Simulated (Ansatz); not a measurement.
## Te2Mo (2H monolayer): converging the G0W0 gap

How do accuracy and time trade against each other in G0W0 on Te2Mo (2H monolayer)?

Calculated with Ansatz 0.2.0; G0W0 on PBE, plane waves, PAW.

## 1. The starting structure

The cell holds 3 atoms: 1 Mo and 2 Te. Cell: a = 3.555 Å, b = 3.555 Å, c = 30.400 Å, α = 90.0°, β = 90.0°, γ = 120.0°. Vacuum lies along c.

Coordinates:

```cif
data_structure
_symmetry_space_group_name_H-M 'P 1'
_symmetry_Int_Tables_number 1
_cell_length_a 3.5550
_cell_length_b 3.5550
_cell_length_c 30.4000
_cell_angle_alpha 90.000
_cell_angle_beta 90.000
_cell_angle_gamma 120.000
_cell_volume 332.73
loop_
_atom_site_label
_atom_site_type_symbol
_atom_site_fract_x
_atom_site_fract_y
_atom_site_fract_z
_atom_site_occupancy
Mo1 Mo 0.33333 0.66667 0.50000 1
Te2 Te 0.66667 0.33333 0.55947 1
Te3 Te 0.66667 0.33333 0.44053 1
```

The structure was relaxed with PBE. The runs that relaxed it are not among those shown. Spin-orbit coupling is left out unless a step names it. The default PAW set here is soft_2. Its files were made with PBE. The Coulomb interaction is cut off across the vacuum.

## 2. 143 empty bands, screening to 33 eV

G0W0 replaces the xc potential by the self-energy, built once from these orbitals. Only a window of levels is corrected, while the sums run over the empty bands that the input names.

The input, input.yaml:

```yaml
crystal:
  lattice:
    - [3.5550178363, 0.0, 0.0]
    - [-1.7775089182, 3.0787357571, 0.0]
    - [0.0, 0.0, 30.4]
  atoms:
    - { symbol: Mo, position: [0.3333333333, 0.6666666667, 0.5] }
    - { symbol: Te, position: [0.6666666667, 0.3333333333, 0.5594686411] }
    - { symbol: Te, position: [0.6666666667, 0.3333333333, 0.4405313589] }
  periodic: [true, true, false]
kpoints:
  mp_grid: { grid: [9, 9, 1] }
hamiltonian:
  xc: pbe
scf:
  occupations: { method: fixed }
gw:
  n_empty_bands: 143
  ecut_chi: 33.0
  qp_bands: [v2, c2]
  qp_kpoints: band_edges
  screening: { model: contour_deformation }
```

Command:

```console
$ ansatz run input.yaml --threads 3 --pin off --max-ram 92160MiB --backend cuda --events-out ev --progress --plain --runs-dir out --devices 1 --max-vram 13GiB
```

Numbers of over 12 decimals in the logs are rounded to 6 here.

Log:

```text
GPUs: using 1 of 1 available (devices: 1).
Engine: ansatz 0.2.0, x86_64-unknown-linux-gnu
Pseudopotentials: kind: paw
Pseudopotential: Mo, paw, valence charge 14, recommended cutoff 420 eV (normal), Mo.paw.azcp
Pseudopotential: Te, paw, valence charge 16, recommended cutoff 420 eV (normal), Te.paw.azcp
Functional definition: PBE
  parameter kappa = 0.804
  parameter beta = 0.066725
  exchange = pbe_x(kappa = kappa, mu = beta*pi^2/3)
  correlation = pbe_c(beta = beta)
device memory: the entry about to start is reckoned to put 1.9 GiB on a device that reports 52.0 GiB free (of which the cap on the GPU budget leaves the run 13.0 GiB)
GPU FFT provider: cuFFT
GPU libraries: cuBLAS 13.8.2, cuFFT 12.4.0, cuSOLVER 12.3.4
Crystal: 3 atoms, lattice volume = 332.727 Å³
Basis set: ecut = 420 eV, 6407 PW (Γ)
Bands: 28, of which v1, the nominal top of the filled ones, is band 23 counted from 1 (22 counted from 0)
Symmetry: 12 space group operations
Space group: P-6m2 (ITA 187), of the structure as read, at distance tolerance 6.9e-5 Å
k-points: 12 of 81 (time reversal used)
Non-local potential: Mo, projectors of the file, l = 0: 3, l = 1: 2, l = 2: 2, l = 3: 1
Non-local potential: Te, projectors of the file, l = 0: 2, l = 1: 2, l = 2: 2, l = 3: 2
PAW form: soft (Blöchl's): semilocal exchange-correlation on the pseudo side does not see the compensation charge
PAW one-centre angular grid: Mo, 590 points (default); XC on 64 Gauss nodes
PAW one-centre angular grid: Te, 590 points (default); XC on 64 Gauss nodes
Initial density: superposition of atomic densities (neutral atoms: chi_scale 0, normalization atom), corrected by the library's trained network
Initial wavefunctions: pseudopotential atomic-orbital guess
GPU buffer pool allocated for 124416 grid points (all kernels)
GPU transforms: local potential and band sums: pruned to the plane-wave sphere, on 24×24×216
Functional: x = pbe(κ = 0.804, μ = 0.219515), c = pbe(β = 0.066725)
SCF iter   1: F=—  HF=-18916.724237 eV  |F-HF|=—  |Δ(HF+E_count)|=         —  Δρ=2.27e-3  dr2=6.05e-3  ethr=1.77e-3  ⟨swp⟩=7.3  Hψ=1648  notcnv=0  defer=35
preconditioner: auto → Resta (q_TF=auto, 1.962 Å⁻¹)  ε∞=2.4  [insulator: Δε(μ)=1.091 eV  Ē_g=7.182 eV  n_scr=18 (ndim 8)  ℏωp=8.6 eV  f_vac=0.747  ε∞_Penn≈2.4  vacuum switching on, ρ_ref=3.7e-3 e/Å³]
SCF iter   2: F=—  HF=-18916.726907 eV  |F-HF|=—  |Δ(HF+E_count)|=   2.67e-3  Δρ=1.20e-3  dr2=1.67e-3  ethr=1.32e-5  ⟨swp⟩=4.4  Hψ=865  notcnv=0  defer=36
SCF iter   3: F=—  HF=-18916.729791 eV  |F-HF|=—  |Δ(HF+E_count)|=   2.88e-3  Δρ=6.15e-4  dr2=3.64e-3  ethr=3.63e-6  ⟨swp⟩=3.1  Hψ=635  notcnv=0  defer=36
SCF iter   4: F=—  HF=-18916.729418 eV  |F-HF|=—  |Δ(HF+E_count)|=   3.73e-4  Δρ=1.46e-4  dr2=1.33e-4  ethr=3.63e-6  ⟨swp⟩=2.5  Hψ=446  notcnv=0  defer=36
SCF iter   5: F=—  HF=-18916.729431 eV  |F-HF|=—  |Δ(HF+E_count)|=   1.28e-5  Δρ=4.23e-5  dr2=6.32e-6  ethr=2.89e-7  ⟨swp⟩=2.6  Hψ=519  notcnv=0  defer=36
SCF iter   6: F=—  HF=-18916.729436 eV  |F-HF|=—  |Δ(HF+E_count)|=   5.43e-6  Δρ=8.93e-6  dr2=4.47e-7  ethr=1.37e-8  ⟨swp⟩=3.7  Hψ=665  notcnv=0  defer=35
SCF iter   7: F=-18916.729437 eV  HF=-18916.729437 eV  |F-HF|=4.05e-8  |Δ(HF+E_count)|=   4.71e-7  Δρ=2.17e-6  dr2=2.00e-8  ethr=2.17e-10  ⟨swp⟩=18.9  Hψ=2041  notcnv=0
SCF 1 converged in 7 iterations: F = -18916.729437 eV  dr2 = 2.00e-8
  greatest PAW one-centre occupation: 0.998 electrons in one spin orbital (limit 2), on the Mo atom at site 0 (counted from 0), in its partial waves of l = 0
device memory: the entry about to start is reckoned to put 2.0 GiB (of the 2.1 GiB reckoned in all, the device holds 0.2 GiB already) on a device that reports 51.7 GiB free (of which the cap on the GPU budget leaves the run 12.9 GiB)
NSCF: frozen V_eff on 12 k-points, pencils in batches of 32, up to order 112
the band table was solved once the SCF had ended and its energy, with any forces and stress, was formed, with the checks that follow a solve (2189 applications of the Hamiltonian). They found nothing against the state; the energy, forces and stress were not computed again (output.eigenvalues in the input reference)
device memory: the entry about to start is reckoned to put 4.7 GiB on a device that reports 51.8 GiB free (of which the cap on the GPU budget leaves the run 13.0 GiB)
NSCF: frozen V_eff on 12 k-points
G₀W₀ screening: q 1/12
[... further progress lines ...]
device memory: the entry about to start is reckoned to put 0.9 GiB on a device that reports 37.3 GiB free (of which the cap on the GPU budget leaves the run 13.0 GiB)
NSCF: frozen V_eff on 1 k-points
SCF converged after 7 iterations
Free energy (F): -18916.729437 eV
Harris-Foulkes:  -18916.729437 eV  (|F-HF|=4.05e-8)
Internal energy: -18916.729437 eV  (E = F + TS)
E sigma→0 (E₀):  -18916.729437 eV
Fermi energy:    -4.869433 eV
--- Per-component energies (eV) ---
  E_band       = -1360.379390
  E_kinetic    = 802.732231
  E_local      = -104137.968711  (includes V_loc(G=0)·N_el)
  E_nonlocal   = -476.425141
  E_hartree    = 51896.816784
  E_xc         = -431.954624
  E_vxc        = -437.157621  (∫ρ·V_xc dr)
  E_paw        = -12526.920167  (= ΣΔE_a)
  E_vpaw       = -905.180656  (= ΣTr[D̂ρ^β])
  E_aug_tail   = -0.000319  (compensation charges beyond the density's cutoff)
  E_ewald      = 45956.990510
  E_smearing   = -0.000000  (= −TS)
  E_closure    = -0.000000  (closes the sum)
  Σ components = -18916.729437   (vs F -18916.729437, Δ=0.00e0)
--- Band table (eV; the first three rows and the last of 12) ---
  k-point 0: bands = [... 19 lower, -6.5072, -5.7409, -5.7409, -5.3199, -1.8302 (-1.8302°), -1.8302 (-1.8302°), -1.5599, -1.5599, ... 1 higher]
  k-point 1: bands = [... 19 lower, -6.3720, -5.9549, -5.6299, -5.3430, -2.4195, -2.3893, -1.8998, -1.6940, ... 1 higher]
  k-point 2: bands = [... 19 lower, -6.4169, -6.0081, -5.8930, -5.5513, -3.2757, -2.7401, -2.5736, -1.4532, ... 1 higher]
  k-point 11: bands = [... 19 lower, -7.7810, -7.7761, -6.5923, -4.8694, -3.7917, -2.9895, -2.3722, -0.8669, ... 1 higher]
  ° read free of the cell's end (the report's vacuum.weakly_bound_levels)
--- G₀W₀: contour deformation, 7 samples at zero and on the imaginary axis and 3 off it, 81 q-points, 143 empty bands' worth ---
  eigenvalues of the whole cell's RPA ε∞ on this k-mesh (on a slab, of 1 + 4πα/V) = 1.1998, 5.3009, 5.3009; static W/v taken at q = 0 is 0.395999
  bands read: the sum over 166 bands ends inside a degenerate multiplet in 1 slot, whose members it reads at an even weight; the widest, k=0: bands 166 to 167 (counted from 1) at 1/2 each
  gw.qp_kpoints: band_edges: 11 of 12 stored k-points solved, in 1 pass; an edge of the gap read off the rows below is read off those points alone
    valence top: of the k-points left out ik 2 came nearest to being solved in a further pass, in band 23 (counted from 1, as in the quasiparticle table): it holds the edge there only if its correction is more favourable than any solved in that band by at least 0.682 eV; those differ by 0.280 eV
    conduction bottom: of the k-points left out ik 2 came nearest to being solved in a further pass, in band 24 (counted from 1, as in the quasiparticle table): it holds the edge there only if its correction is more favourable than any solved in that band by at least 0.337 eV; those differ by 0.207 eV
  `?` marks the rows in doubt; gw_qp.tsv's column doubts and the gw_qp event give each row's grounds
    ik  band        ε_KS         Σx   Σc(E_QP)       V_xc       Z   E_QP_lin       E_QP  E_QP is
     0    22     -5.7409   -19.6365     1.4098   -18.7537  0.7059    -5.2224    -5.2139  root
     0    23     -5.3199   -17.8392     1.1494   -17.0459  0.6975    -4.9678    -4.9637  root
     0    24     -1.8302   -12.5591    -3.3583   -16.7845  0.6985    -0.9092    -0.9631  root
     0    25     -1.8302   -12.5591    -3.3583   -16.7845  0.6985    -0.9092    -0.9631  root
     1    22     -5.6299   -17.3051     1.5500   -15.9758  0.7209    -5.4109    -5.4093  root
     1    23     -5.3430   -18.0446     1.1557   -17.2672  0.6971    -4.9692    -4.9646  root
     1    24     -2.4195   -12.8186    -3.2702   -16.9878  0.7175    -1.4533    -1.5205  root
     1    25     -2.3893   -12.3108    -3.4299   -16.5456  0.6885    -1.5433    -1.5844  root
     3    22     -5.8114   -17.7229     1.3746   -16.6795  0.6883    -5.4848    -5.4802  root
     3    23     -5.5526   -17.9920     1.5573   -16.7511  0.7084    -5.2397    -5.2362  root
     3    24     -3.3992   -13.6781    -3.4885   -18.0694  0.6962    -2.4348    -2.4964  root
     3    25     -3.1482   -14.3112    -3.2448   -18.4809  0.6983    -2.1488    -2.2233  root
     4    22     -5.6599   -16.7379     1.3016   -15.6472  0.7028    -5.4507    -5.4490  root
     4    23     -5.2327   -16.9286     1.4754   -15.6660  0.7262    -5.0215    -5.0200  root
     4    24     -3.4408   -15.6298    -3.4234   -20.0747  0.6900    -2.3172    -2.4193  root ?
     4    25     -3.1980   -14.6638    -3.8795   -19.5036  0.6813    -2.1436    -2.2377  root
     5    22     -5.5286   -16.3062     1.6641   -14.7153  0.7295    -5.4555    -5.4553  root
     5    23     -5.4444   -18.4386     1.2317   -17.6212  0.6941    -5.0357    -5.0301  root
     5    24     -3.0827   -12.5163    -3.2555   -16.5858  0.7073    -2.2171    -2.2686  root
     5    25     -2.8767   -13.3475    -3.2876   -17.5891  0.7212    -1.8530    -1.9227  root
     6    22     -5.8206   -16.3971     1.8572   -14.5809  0.7228    -5.7796    -5.7795  root
     6    23     -5.4656   -18.8236     1.3579   -17.9072  0.6931    -5.0307    -5.0241  root
     6    24     -3.5299   -13.0075    -3.1390   -16.9931  0.7085    -2.6387    -2.6833  root
     6    25     -3.0528   -14.0788    -3.5126   -18.5075  0.6927    -2.0581    -2.1366  root
     7    22     -6.2737   -17.1357     2.0938   -15.1262  0.7051    -6.1897    -6.1894  root
[...]
7    25     -3.2251   -15.2612    -3.8241   -20.0885  0.6816    -2.1161    -2.2218  root ?
[...]
8    24     -3.4467   -15.6518    -3.5159   -20.1829  0.6863    -2.3307    -2.4314  root ?
     8    25     -3.0526   -14.9414    -3.9240   -19.8345  0.6783    -1.9784    -2.0835  root ?
[...]
9    25     -3.2001   -15.5137    -3.8819   -20.4090  0.6798    -2.0660    -2.1867  root ?
    10    22     -6.4504   -17.6975     2.2254   -15.5961  0.6960    -6.3271    -6.3264  root
    10    23     -5.0589   -18.0327     0.8209   -17.6545  0.6982    -4.6217    -4.6162  root
    10    24     -3.5509   -15.3175    -3.4102   -19.7163  0.6892    -2.4783    -2.5623  root
    10    25     -2.8120   -14.5532    -3.9054   -19.4009  0.6767    -1.7782    -1.8696  root
    11    22     -6.5923   -18.2883     2.3232   -16.1415  0.6860    -6.4177    -6.4159  root
    11    23     -4.8694   -18.2090     0.5943   -18.1071  0.6976    -4.3830    -4.3769  root
    11    24     -3.7917   -15.3738    -3.2104   -19.5768  0.6940    -2.7244    -2.7990  root
    11    25     -2.9895   -12.8799    -3.4006   -17.1910  0.7142    -2.0208    -2.0789  root
```

Wall time 30 s (1 × NVIDIA H100 80GB HBM3 (shared by 6 runs) with 3 threads of AMD EPYC 7R13 (Zen 3), shared host); peak memory 1.4 GiB; 48 s of CPU time.

The column dr2 measures how far the density is from self-consistency, as an energy; F and HF (Harris–Foulkes) agree once it is small.

This step gave:

| Quantity | Value |
| --- | --- |
| bands summed | 166 |
| plane waves in the screening matrix | 155 |
| q-points in the mesh | 81 |
| G0W0 gap on the mesh | 1.578 eV |
| k of the valence top | 0.3333, 0.3333, 0 |
| k of the conduction bottom | 0.3333, 0.3333, 0 |
| starting gap on the mesh | 1.078 eV |
| Z at the valence top | 0.6976 |
| Z at the conduction bottom | 0.6940 |
| least direct G0W0 gap on the computed points | 1.578 eV |

The gap on the mesh goes from 1.08 eV to 1.58 eV, a correction of +0.50 eV. Between the two edge states, bare exchange in place of the xc potential would open the gap by 4.30 eV, and correlation takes back 3.80 eV.

## 3. 405 empty bands, screening to 66 eV

Bands and screening cutoff are moved together, since each hides the error of the other.

input.yaml, as its differences from that of step 2:

```diff
@@ -17,4 +17,4 @@
 gw:
-  n_empty_bands: 143
-  ecut_chi: 33.0
+  n_empty_bands: 405
+  ecut_chi: 66.0
   qp_bands: [v2, c2]
```

Log:

```text
GPUs: using 1 of 1 available (devices: 1).
[...]
GPU FFT provider: cuFFT
GPU libraries: cuBLAS 13.8.2, cuFFT 12.4.0, cuSOLVER 12.3.4
Crystal: 3 atoms, lattice volume = 332.727 Å³
Basis set: ecut = 420 eV, 6407 PW (Γ)
Bands: 28, of which v1, the nominal top of the filled ones, is band 23 counted from 1 (22 counted from 0)
Symmetry: 12 space group operations
[...]
k-points: 12 of 81 (time reversal used)
[...]
GPU buffer pool allocated for 124416 grid points (all kernels)
[...]
SCF iter   1: F=—  HF=-18916.724237 eV  |F-HF|=—  |Δ(HF+E_count)|=         —  Δρ=2.27e-3  dr2=6.05e-3  ethr=1.77e-3  ⟨swp⟩=7.3  Hψ=1648  notcnv=0  defer=35
[...]
SCF iter   7: F=-18916.729437 eV  HF=-18916.729437 eV  |F-HF|=4.05e-8  |Δ(HF+E_count)|=   4.71e-7  Δρ=2.17e-6  dr2=2.00e-8  ethr=2.17e-10  ⟨swp⟩=18.9  Hψ=2041  notcnv=0
SCF 1 converged in 7 iterations: F = -18916.729437 eV  dr2 = 2.00e-8
[...]
NSCF: frozen V_eff on 12 k-points, pencils in batches of 32, up to order 112
[...]
NSCF: frozen V_eff on 12 k-points
G₀W₀ screening: q 1/12
[... further progress lines ...]
[...]
SCF converged after 7 iterations
Free energy (F): -18916.729437 eV
[...]
Internal energy: -18916.729437 eV  (E = F + TS)
E sigma→0 (E₀):  -18916.729437 eV
Fermi energy:    -4.869433 eV
[...]
--- Band table (eV; the first three rows and the last of 12) ---
  k-point 0: bands = [... 19 lower, -6.5072, -5.7409, -5.7409, -5.3199, -1.8302 (-1.8302°), -1.8302 (-1.8302°), -1.5599, -1.5599, ... 1 higher]
  k-point 1: bands = [... 19 lower, -6.3720, -5.9549, -5.6299, -5.3430, -2.4195, -2.3893, -1.8998, -1.6940, ... 1 higher]
  k-point 2: bands = [... 19 lower, -6.4169, -6.0081, -5.8930, -5.5513, -3.2757, -2.7401, -2.5736, -1.4532, ... 1 higher]
  k-point 11: bands = [... 19 lower, -7.7810, -7.7761, -6.5923, -4.8694, -3.7917, -2.9895, -2.3722, -0.8669, ... 1 higher]
  ° read free of the cell's end (the report's vacuum.weakly_bound_levels)
[...]
0    22     -5.7409   -19.6365     0.9995   -18.7537  0.6973    -5.6246    -5.6241  root
     0    23     -5.3199   -17.8392     0.8077   -17.0459  0.6889    -5.3054    -5.3054  root
     0    24     -1.8302   -12.5591    -3.7445   -16.7845  0.6893    -1.3322    -1.3492  root
     0    25     -1.8302   -12.5591    -3.7445   -16.7845  0.6893    -1.3322    -1.3492  root
     1    22     -5.6299   -17.3051     1.1779   -15.9758  0.7137    -5.7823    -5.7814  root
     1    23     -5.3430   -18.0446     0.8075   -17.2672  0.6884    -5.3129    -5.3128  root
     1    24     -2.4195   -12.8186    -3.6245   -16.9878  0.7092    -1.8583    -1.8748  root
     1    25     -2.3893   -12.3108    -3.7885   -16.5456  0.6790    -1.9263    -1.9431  root
[...]
11    22     -6.5923   -18.2883     1.9738   -16.1415  0.6802    -6.7673    -6.7653  root
    11    23     -4.8694   -18.2090     0.2237   -18.1071  0.6887    -4.7480    -4.7476  root
    11    24     -3.7917   -15.3738    -3.5609   -19.5768  0.6837    -3.1305    -3.1495  root
    11    25     -2.9895   -12.8799    -3.7189   -17.1910  0.7067    -2.3798    -2.3973  root
```

Run time: 74 s. Hardware: 1 × NVIDIA H100 80GB HBM3 (shared by 6 runs) with 3 threads; peak memory 2.2 GiB.

This step gave:

- bands summed: 428
- plane waves in the screening matrix: 419
- q-points in the mesh: 81
- G0W0 gap on the mesh: 1.598 eV
- k of the valence top: 0.3333, 0.3333, 0
- k of the conduction bottom: 0.3333, 0.3333, 0
- starting gap on the mesh: 1.078 eV
- Z at the valence top: 0.6887
- Z at the conduction bottom: 0.6837
- least direct G0W0 gap on the computed points: 1.598 eV

Against the run with 9×9×1 mesh, 143 empty bands, screening to 33 eV, the gap moves by +0.02 eV.

## 4. 871 empty bands, screening to 110 eV

input.yaml, as its differences from that of step 3:

```diff
@@ -16,5 +16,6 @@
   occupations: { method: fixed }
+  convergence: { dr2_threshold: 1.0e-10 }
 gw:
-  n_empty_bands: 405
-  ecut_chi: 66.0
+  n_empty_bands: 871
+  ecut_chi: 110.0
   qp_bands: [v2, c2]
```

Log:

```text
GPUs: using 1 of 1 available (devices: 1).
[...]
GPU FFT provider: cuFFT
GPU libraries: cuBLAS 13.8.2, cuFFT 12.4.0, cuSOLVER 12.3.4
Crystal: 3 atoms, lattice volume = 332.727 Å³
Basis set: ecut = 420 eV, 6407 PW (Γ)
Bands: 28, of which v1, the nominal top of the filled ones, is band 23 counted from 1 (22 counted from 0)
Symmetry: 12 space group operations
[...]
k-points: 12 of 81 (time reversal used)
[...]
1    25     -2.3891   -12.3107    -3.9939   -16.5455  0.6756    -2.1425    -2.1483  root
[...]
11    22     -6.5921   -18.2883     1.7685   -16.1414  0.6784    -6.9799    -6.9704  root
    11    23     -4.8692   -18.2090     0.0296   -18.1071  0.6845    -4.9417    -4.9415  root
    11    24     -3.7914   -15.3738    -3.7492   -19.5768  0.6783    -3.3293    -3.3376  root
    11    25     -2.9893   -12.8798    -3.8859   -17.1910  0.7043    -2.5560    -2.5640  root
[key lines of the parts left out:]
SCF converged after 9 iterations
Free energy (F): -18916.729437 eV
Fermi energy:    -4.869236 eV
```

It took 2.2 min on 1 × NVIDIA H100 80GB HBM3 (shared by 6 runs) with 3 threads; peak memory 4.3 GiB.

This step gave:

- bands summed: 894
- plane waves in the screening matrix: 777
- G0W0 gap on the mesh: 1.604 eV
- k of the valence top: 0.3333, 0.3333, 0
- k of the conduction bottom: 0.3333, 0.3333, 0
- starting gap on the mesh: 1.078 eV
- least direct G0W0 gap on the computed points: 1.604 eV

Against the run with 9×9×1 mesh, 405 empty bands, screening to 66 eV, the gap moves by +0.006 eV.

## 5. 1601 empty bands, screening to 165 eV

input.yaml, as its differences from that of step 4:

```diff
@@ -16,6 +16,5 @@
   occupations: { method: fixed }
-  convergence: { dr2_threshold: 1.0e-10 }
 gw:
-  n_empty_bands: 871
-  ecut_chi: 110.0
+  n_empty_bands: 1601
+  ecut_chi: 165.0
   qp_bands: [v2, c2]
```

Log:

```text
GPUs: using 1 of 1 available (devices: 1).
[...]
GPU FFT provider: cuFFT
GPU libraries: cuBLAS 13.8.2, cuFFT 12.4.0, cuSOLVER 12.3.4
Crystal: 3 atoms, lattice volume = 332.727 Å³
Basis set: ecut = 420 eV, 6407 PW (Γ)
Bands: 28, of which v1, the nominal top of the filled ones, is band 23 counted from 1 (22 counted from 0)
Symmetry: 12 space group operations
[...]
k-points: 12 of 81 (time reversal used)
[...]
1    25     -2.3893   -12.3108    -4.0985   -16.5456  0.6740    -2.2513    -2.2530  root
[...]
11    22     -6.5923   -18.2883     1.6645   -16.1415  0.6784    -7.0906    -7.0747  root
    11    23     -4.8694   -18.2090    -0.0768   -18.1071  0.6822    -5.0490    -5.0480  root
    11    24     -3.7917   -15.3738    -3.8578   -19.5768  0.6746    -3.4419    -3.4465  root
    11    25     -2.9895   -12.8799    -3.9821   -17.1910  0.7033    -2.6559    -2.6604  root
[key lines of the parts left out:]
SCF converged after 7 iterations
Free energy (F): -18916.729437 eV
Fermi energy:    -4.869433 eV
```

It took 6.4 min on 1 × NVIDIA H100 80GB HBM3 (shared by 6 runs) with 3 threads; peak memory 9.7 GiB.

This step gave:

- bands summed: 1624
- plane waves in the screening matrix: 1623
- G0W0 gap on the mesh: 1.602 eV
- k of the valence top: 0.3333, 0.3333, 0
- k of the conduction bottom: 0.3333, 0.3333, 0
- starting gap on the mesh: 1.078 eV
- least direct G0W0 gap on the computed points: 1.602 eV

Against the run with 9×9×1 mesh, 871 empty bands, screening to 110 eV, the gap moves by −0.002 eV.

(Part 1 of 2 ends here.)

[Paths, hosts, dates, memory and timing lines, banners, echoed tables and standing remarks are left out of the program output.]

[Logs are printed without paths, hosts, clocks, repeated set-up lines and the standing remarks that a program may print on its own settings, such as how far it seeks lower states.]

[Runs of the session that timed out or met a known fault of the program may be left out.]

[Cells called generated may have been cut or substituted from an entry of the Crystallography Open Database or the Materials Project.]

[Hosts, paths, dates, database ids (printed as entryN), source tags and the programs' standing remarks are cut or masked in the printed files.]
